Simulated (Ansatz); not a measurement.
# AlNi3 (Pm-3m) in Ansatz: equation of state

How stiff is AlNi3 in PBE, and what volume does it want? The cell is scaled to several volumes.

Program: Ansatz 0.2.0. These are calculated values, not measurements. Logs are shortened: lines on timing, memory, paths and dates and some standing lists are left out, and cuts for length are marked.

## 1. Starting point

Symmetry: Pm-3m, No. 221, cubic system. The conventional cell has a = 3.523 Å, b = 3.523 Å, c = 3.523 Å, α = 90.00°, β = 90.00°, γ = 90.00°. Around Ni (site symmetry 4/mmm) lie 8 Ni at 2.49 Å and 4 Al at 2.49 Å. Al (site symmetry m-3m) has 12 Ni at 2.49 Å as nearest neighbours.

The cell is a database's computed one.

## 2. Single point, PBE, collinear spin, ferromagnetic start, 10.28 Å³/atom (volume scaled by 0.94)

The input, input.yaml:

```yaml
crystal:
  lattice:
    - [3.4511354705, 0.0, 0.0]
    - [0.0, 3.4511354705, 0.0]
    - [0.0, 0.0, 3.4511354705]
  atoms:
    - { symbol: Ni, position: [0.5, 0.5, 0.0], spin: 1.0 }
    - { symbol: Ni, position: [0.5, 0.0, 0.5], spin: 1.0 }
    - { symbol: Ni, position: [0.0, 0.5, 0.5], spin: 1.0 }
    - { symbol: Al, position: [0.0, 0.0, 0.0] }
hamiltonian:
  xc: pbe
  pseudopotentials: { kind: paw }
magnetization:
  spin_polarized: true
kpoints:
  mp_grid: { grid: [8, 8, 8] }
scf:
  occupations: { method: fermi_dirac, width: 0.05 }
output:
  forces: true
  stress: true
  eigenvalues: true
```

Potentials or basis: Ansatz PAW.

On the command line:

```
$ ansatz run input.yaml --threads 2 --pin off --max-ram 5120MiB --backend cpu --events-out ev --progress --plain --runs-dir out
```

What it wrote:

```text
Warning: RAYON_NUM_THREADS=2 ignored (pool sized by the plan → 2); use --threads N
Engine: ansatz 0.2.0, x86_64-unknown-linux-gnu
Pseudopotentials: kind: paw
Pseudopotential: Ni, paw, valence charge 18, recommended cutoff 420 eV (normal), Ni.paw.azcp
Pseudopotential: Al, paw, valence charge 3, recommended cutoff 420 eV (normal), Al.paw.azcp
Functional definition: PBE
  parameter kappa = 0.804
  parameter beta = 0.06672455060314922
  exchange = pbe_x(kappa = kappa, mu = beta*pi^2/3)
  correlation = pbe_c(beta = beta)
Crystal: 4 atoms, lattice volume = 41.104 Å³
Basis set: ecut = 420 eV, 799 PW (Γ), exchange–correlation on 48×48×48 points (8 copies of the dense FFT grid, shifted against one another)
Bands: 36, of which v1, the nominal top of the filled ones, is band 29 counted from 1 (28 counted from 0)
Symmetry: 48 space group operations
Space group: Pm-3m (ITA 221), of the structure as read, at distance tolerance 3.5e-5 Å
Magnetic group: BNS 221.92 (UNI 1594), of the structure as read, at distance tolerance 3.5e-5 Å
k-points: 35 of 512
Non-local potential: Ni, projectors of the file, l = 0: 3, l = 1: 2, l = 2: 3, l = 3: 1
Non-local potential: Al, projectors of the file, l = 0: 2, l = 1: 2, l = 2: 1
PAW form: soft (Blöchl's): semilocal exchange-correlation on the pseudo side does not see the compensation charge
PAW one-centre angular grid: Ni, 590 points (default); XC on 64 Gauss nodes
PAW one-centre angular grid: Al, 110 points (default); XC on 64 Gauss nodes
Initial density: superposition of atomic densities (chi_scale 0.1, normalization cell)
Starting moments: Σ|m| = 3 μB on 3 of 4 sites
Initial wavefunctions: pseudopotential atomic-orbital guess
Functional: x = pbe(κ = 0.804, μ = 0.2195149727645171), c = pbe(β = 0.06672455060314922)
SCF iter   1: F=—  HF=-18055.486180 eV  |F-HF|=—  |Δ(HF+E_count)|=         —  Δρ=1.31e-1 (↑1.31e-1 ↓4.54e-2)  dr2=3.15e0  dr2_m=2.35e0  M=0.863 μB ∫|m|=1.111 μB  β_m=0.30  ethr=3.10e-3  ⟨swp⟩=6.0  Hψ=9121  notcnv=0  defer=11
Mixer restart at iter 1: flushing history
[... 8 lines left out ...]
SCF iter   8: F=—  HF=-18058.127695 eV  |F-HF|=—  |Δ(HF+E_count)|=   7.89e-4  Δρ=6.89e-4 (↑4.65e-4 ↓6.89e-4)  dr2=3.45e-4  dr2_m=5.40e-6  M=0.633 μB ∫|m|=0.784 μB  β_m=0.95  ethr=5.48e-6  ⟨swp⟩=2.0  Hψ=3560  notcnv=0  defer=122
SCF iter   9: F=—  HF=-18058.127721 eV  |F-HF|=—  |Δ(HF+E_count)|=   2.61e-5  Δρ=6.74e-5 (↑4.75e-5 ↓6.74e-5)  dr2=3.49e-6  dr2_m=4.60e-8  M=0.635 μB ∫|m|=0.786 μB  β_m=0.98  ethr=6.05e-7  ⟨swp⟩=2.0  Hψ=3483  notcnv=0  defer=122
SCF iter  10: F=—  HF=-18058.127742 eV  |F-HF|=—  |Δ(HF+E_count)|=   2.03e-5  Δρ=1.88e-5 (↑8.26e-6 ↓1.88e-5)  dr2=1.96e-7  dr2_m=1.16e-8  M=0.635 μB ∫|m|=0.786 μB  β_m=0.99  ethr=6.13e-9  ⟨swp⟩=2.0  Hψ=4356  notcnv=0  defer=122
SCF iter  11: F=—  HF=-18058.127742 eV  |F-HF|=—  |Δ(HF+E_count)|=   1.54e-8  Δρ=5.51e-6 (↑1.31e-6 ↓5.51e-6)  dr2=1.13e-8  dr2_m=1.94e-9  M=0.635 μB ∫|m|=0.786 μB  β_m=0.99  ethr=3.45e-10  ⟨swp⟩=2.2  Hψ=3689  notcnv=0  defer=122
SCF iter  12: F=-18058.127742 eV  HF=-18058.127742 eV  |F-HF|=3.48e-9  |Δ(HF+E_count)|=  4.84e-10  Δρ=1.94e-6 (↑1.83e-6 ↓1.94e-6)  dr2=4.18e-9  dr2_m=2.66e-12  M=0.635 μB ∫|m|=0.786 μB  ethr=1.98e-11  ⟨swp⟩=7.5  Hψ=10089  notcnv=0
SCF 1 converged in 12 iterations: F = -18058.127742 eV  dr2 = 4.18e-9
SCF converged after 12 iterations
Magnetization: 0.6351 μB (28.8176 up, 28.1824 down)
Absolute magnetization: 0.7869 μB (∫|ρ↑−ρ↓|, with the PAW one-centre terms)
Spin contamination: 0.0114 ħ² per cell (⟨S²⟩ above its minimum at these occupations)
Per-site moments (μB) at R_I (Å): [(0.23425879470459773, 1.0066325337683901), (0.23425879470459757, 1.0066325337683901), (0.2342587947045974, 1.0066325337683901), (-0.013762830979201052, 1.0066325337683901)]
Free energy (F): -18058.127742 eV
Harris-Foulkes:  -18058.127742 eV  (|F-HF|=3.48e-9)
Internal energy: -18058.098816 eV  (E = F + TS)
E sigma→0 (E₀):  -18058.113279 eV
Entropy (-TS):   -0.028926 eV (-7.231 meV/atom)
Fermi energy:    17.765937 eV
--- Per-component energies (eV) ---
  E_band       = -835.646029
  E_kinetic    = 884.646201
  E_local      = -11585.434942  (includes V_loc(G=0)·N_el)
  E_nonlocal   = 1915.491700
  E_hartree    = 4947.304179
  E_xc         = -300.249984
  E_vxc        = -365.165358  (∫ρ·V_xc dr)
  E_paw        = -5356.874008  (= ΣΔE_a)
  E_vpaw       = -1579.802429  (= ΣTr[D̂ρ^β])
  E_aug_tail   = 0.001392  (compensation charges beyond the density's cutoff)
  E_ewald      = -8562.983353
  E_smearing   = -0.028926  (= −TS)
  E_closure    = -0.000000  (closes the sum)
  Σ components = -18058.127742   (vs F -18058.127742, Δ=0.00e0)
--- Forces (eV/Å), atoms counted from 1 ---
  atom   1  Ni     0.00000000     0.00000000     0.00000000
  atom   2  Ni     0.00000000    -0.00000000     0.00000000
  atom   3  Ni     0.00000000    -0.00000000    -0.00000000
  atom   4  Al    -0.00000000    -0.00000000    -0.00000000
  max |Σ_I F_I| component: 2.06e-28 eV/Å
--- Stress (GPa, compression-positive) ---
       22.544070       0.000000       0.000000
        0.000000      22.544070       0.000000
        0.000000       0.000000      22.544070
  P = ⅓ Tr σ = 22.5441 GPa (225.441 kbar)
--- Band table (eV; the first three rows and the last of 70) ---
  k-point 0 ↑: bands = ["-85.5100", "-85.4659", "-85.4659", "-45.9789", "-45.9789", "-45.9789", "-45.8786", "-45.8786", "-45.8786", "-45.7891", "-45.7891", "-45.7891", "7.1063", "12.8637", "13.6165", "13.6165", "14.0257", "14.0257", "14.0257", "16.2352", "16.2352", "16.2352", "17.1741", "17.1741", "17.5334", "17.7594", "17.7594", "17.7594", "18.6111", "18.6111", "18.6111", "24.8182", "24.8182", "25.9519", "30.7593", "30.7593"]
  k-point 1 ↑: bands = ["-85.5085", "-85.4674", "-85.4659", "-45.9749", "-45.9749", "-45.9724", "-45.8797", "-45.8797", "-45.8789", "-45.7963", "-45.7920", "-45.7920", "7.3107", "12.9275", "13.5029", "13.7501", "14.0636", "14.0636", "14.0763", "16.1181", "16.1181", "16.1784", "17.0407", "17.1762", "17.3147", "17.3147", "17.4531", "17.7596", "17.9062", "19.3147", "19.3147", "24.7820", "25.3230", "26.6394", "29.7348", "29.7348"]
  k-point 2 ↑: bands = ["-85.5044", "-85.4715", "-85.4659", "-45.9641", "-45.9641", "-45.9543", "-45.8832", "-45.8832", "-45.8796", "-45.8163", "-45.7993", "-45.7993", "7.9123", "12.7020", "13.3984", "14.1157", "14.1671", "14.1671", "14.2117", "15.8352", "15.8352", "16.0282", "16.4955", "16.8375", "16.8375", "17.0460", "17.1303", "17.2683", "17.7601", "20.5372", "20.5372", "24.6810", "25.6689", "27.6123", "27.6123", "28.3369"]
  k-point 34 ↓: bands = ["-85.1835", "-85.1835", "-85.1835", "-45.7087", "-45.7087", "-45.7087", "-45.6873", "-45.5480", "-45.5480", "-45.5480", "-45.4492", "-45.4492", "11.6565", "13.5184", "13.5184", "13.5184", "15.4485", "15.4485", "15.4485", "15.7037", "15.7037", "15.7037", "16.4491", "16.4491", "16.4491", "16.7600", "16.7600", "17.3509", "17.8915", "17.8915", "17.8915", "21.8806", "22.4210", "22.4210", "22.4210", "36.5965"]
```

It took 6.7 s on 2 threads of Intel Xeon at 2.70GHz, shared host; peak memory 0.45 GiB.

What came out:

```yaml
Free_energy: -18058.1277 eV
Pressure: 22.5 GPa
Band_gap_on_the_k_mesh: none (metal or under the smearing width)
Net_moment: 0.64 μB per cell
Absolute_moment: 0.79 μB per cell
Site_moments: Ni +0.23; Al -0.01 μB
```

## 3. Single point, PBE, collinear spin, ferromagnetic start, 10.49 Å³/atom (volume scaled by 0.96)

input.yaml, as its differences from that of step 2:

```diff
@@ -2,5 +2,5 @@
   lattice:
-    - [3.4511354705, 0.0, 0.0]
-    - [0.0, 3.4511354705, 0.0]
-    - [0.0, 0.0, 3.4511354705]
+    - [3.4754400422, 0.0, 0.0]
+    - [0.0, 3.4754400422, 0.0]
+    - [0.0, 0.0, 3.4754400422]
   atoms:
```

Potentials or basis: Ansatz PAW.

On the command line:

```
$ ansatz run input.yaml --threads 2 --pin off --max-ram 5120MiB --backend cpu --events-out ev --progress --plain --runs-dir out
```

It took 6.4 s on 2 threads of Intel Xeon at 2.70GHz, shared host; peak memory 0.44 GiB.

The run converged. Its results:

| Property | Result |
| --- | --- |
| Free energy | -18058.2352 eV |
| Pressure | 16.9 GPa |
| Band gap on the k mesh | none (metal or under the smearing width) |
| Net moment | 0.66 μB per cell |
| Absolute moment | 0.82 μB per cell |
| Site moments | Ni +0.24; Al -0.01 μB |

[end of part 1 of 2]
